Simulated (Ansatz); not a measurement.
What does this script print? It uses Ansatz 0.2.0 through its Python package.

Script `walk_sn.py`:
```python
"""Move one atom of Sn step by step, each SCF seeded by the last."""

import ansatz as az
import numpy as np
import pandas as pd

sn = (
    az.Lattice.of((0.0, 3.23334, 3.23334), (3.23334, 0.0, 3.23334), (3.23334, 3.23334, 0.0))
    .atom("Sn", (0.0, 0.0, 0.0))
    .atom("Sn", (0.25, 0.25, 0.25))
)

start = np.array(sn.resolved().sites[0].position)
previous, rows = None, []
for step in range(5):
    target = start + step * 0.005 * np.eye(3)[2]
    job = (
        sn.move(0, to=target).calculation()
        .occupations("Fermi-Dirac", width=100 * az.meV)
        .basis(34 * az.Ry)
        .functional(az.Functional.PBE)
        .kpoints(mesh=(5, 5, 5), center="gamma")
        .forces()
    )
    session = job.session()
    if previous is not None:
        session.seed_next_step(previous)
    previous = session.plan(retain="density").execute()
    r = previous.report
    shift = float(np.linalg.norm((target - start) @ np.array(r["lattice"]["cell_ang"])))
    rows.append((step, shift, r["lagrangian_ev"], float(np.linalg.norm(r["forces_ev_ang"][0])), r["n_iterations"], r["n_symmetry_ops"]))
rows = [(row[0], row[1], 1000 * (row[2] - rows[0][2]), *row[3:]) for row in rows]
print(pd.DataFrame(rows, columns=["step", "moved A", "dE meV", "force on it eV/A", "iterations", "symmetry operations"]).round(4).to_string(index=False))
```

```console
$ python walk_sn.py
 step  moved A  dE meV  force on it eV/A  iterations  symmetry operations
    0   0.0000  0.0000            0.0000           6                   48
    1   0.0229  2.0854            0.1826           4                    4
    2   0.0457  8.3508            0.3662           5                    4
    3   0.0686 18.8085            0.5511           5                    4
    4   0.0915 33.4569            0.7372           5                    4
```

What to keep in mind:
- For a metal this k-point mesh is coarse: on a finer one energies can move by several to tens of meV an atom and pressures by half a GPa or more, differences at one mesh by less.
- The first step keeps the crystal's symmetry; the moved atom lowers it.
- Run time: 13 s on 1 thread of Arm Neoverse V1, with other jobs on the host, peak memory 0.46 GiB.

(Lines on the test bed's own set-up are left out of the output.)
